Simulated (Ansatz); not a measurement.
Crystal: FeO.

```
Fe O
1.0
    -1.60210    1.60210    2.08339
     1.60210   -1.60210    2.08339
     1.60210    1.60210   -2.08339
Fe O
1 1
Direct
  0.00000 0.00000 0.00000
  0.50000 0.50000 0.00000
```

The cell comes from a database or a generator and needn't be the stable form of this composition.

Base run:

```yaml
Program: Ansatz 0.2.0
Functional: PBE
Potentials_or_basis: Ansatz PAW
Cutoff: "420 eV (not typed: the program's choice for these potentials)"
k_mesh: 10 × 10 × 10
Occupations: fermi-dirac, width 0.05 eV
Spin: collinear spin, ferromagnetic start
Starting_moments: "[3.8, 0.0] μB"
Fixed_moment: 3.8 μB
```

Its results: pressure -10.9 GPa; site moments Fe +3.27; O +0.25 μB.

Problem. The run is repeated on the same cell with these changes: fixed moment from 3.8 μB to 6 μB; moments at the start from [3.8, 0.0] to [6.0, 0.0]. What comes out?

Solution. Pressure 39.6 GPa; site moments Fe +4.15; O +0.87 μB.

Caveats: the total moment is fixed, so each spin has its own Fermi level; a cell with one magnetic atom can't hold antiferromagnetic order, which such compounds often take; the thresholds are loose for stress; a pressure of tens of GPa on the cell as given is suspect, and the run, the potentials or the cell itself is likely at fault (some runs).
